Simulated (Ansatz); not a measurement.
## Cd under changes of volume

One of the cells (21.939 Å³/atom); the others are scaled copies at fixed shape and fractional positions:

```xyz
1
Lattice="1.6080 0.9284 2.4493 -1.6080 0.9284 2.4493 0.0000 -1.8568 2.4493" Properties=species:S:1:pos:R:3 pbc="T T T"
Cd    0.0000    0.0000    0.0000
```

This isn't the form of Cd at room conditions, which is hcp.

| Quantity | Value |
| --- | --- |
| Program | Ansatz 0.2.0 |
| Functional | PBE |
| Potentials or basis | Ansatz PAW |
| Cutoff | 420 eV (not typed: the program's choice for these potentials) |
| k mesh | 10 × 10 × 10 |
| Occupations | fermi-dirac, width 0.05 eV |
| Spin | no spin polarisation |

| volume (Å³/atom) | energy over the lowest point (meV/atom) | pressure (GPa) |
| --- | --- | --- |
| 20.623 | 38.09 | 5.9 |
| 21.062 | 23.73 | 4.5 |
| 21.500 | 13.12 | 3.2 |
| 21.939 | 5.87 | 2.1 |
| 22.378 | ? | ? |
| 22.817 | 0.00 | 0.1 |
| 23.255 | 0.72 | -0.6 |

What does the run at 22.378 Å³/atom give?

Energy over the lowest point 1.61 meV/atom; pressure 1.0 GPa.

Worked out: A Birch-Murnaghan fit of order 3 (a polynomial in V^(-2/3)) to the other rows has its minimum at 22.89 Å³/atom with B0 = V·E''(V) = 44 GPa and B' = 5.1 at fixed shape and positions, which overstates the stiffness. It gives 1.61 meV/atom at 22.378 Å³/atom, against the run's 1.61, and -dE/dV = 1.1 GPa, against 1.0.

Energies are extrapolated to zero smearing.
